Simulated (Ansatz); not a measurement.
## Stiffness of Ta from strained cells

```
CELL_PARAMETERS angstrom
-1.65128 1.65128 1.65128
1.65128 -1.65128 1.65128
1.65128 1.65128 -1.65128
ATOMIC_POSITIONS crystal
Ta 0.00000 0.00000 0.00000
```

The cell is COD entry 1541266, as deposited and not checked against the literature; nothing was relaxed.

No spin–orbit coupling, which matters for the heavy atoms here.

Computed with DFT, PBE, all-electron LAPW, scalar-relativistic in Ansatz 0.2.0.

The runs use a Γ-centred 17×17×17 k mesh, Fermi–Dirac smearing of 0.08 eV, basis error target 0.5 meV/atom, no spin polarisation.

The unstrained cell is at 3.06 GPa. Large strains and very small stresses are left out. Each strain is applied once, with fractional coordinates held (clamped ions), and σ below is the change of stress, positive in tension. One finite strain gives stress–strain coefficients at this pressure with an error of the order of the strain times third-order constants, a few per cent for each per cent of strain. In a metal the k mesh adds noise of tens of per cent to soft shears.

Problem. With equal xy, yz and zx engineering shear strains of -1 %, the run gives σxy = -0.78 GPa and γxy = 2εxy = -0.0100. Which stiffness follows?

Solution. C44 (clamped ions) = σxy/γxy = 78 GPa.

Problem. With equal xy, yz and zx engineering shear strains of +1 %, the run gives σxy = 0.80 GPa and γxy = 2εxy = 0.0100. Which stiffness follows?

Solution. C44 (clamped ions) = σxy/γxy = 80 GPa.
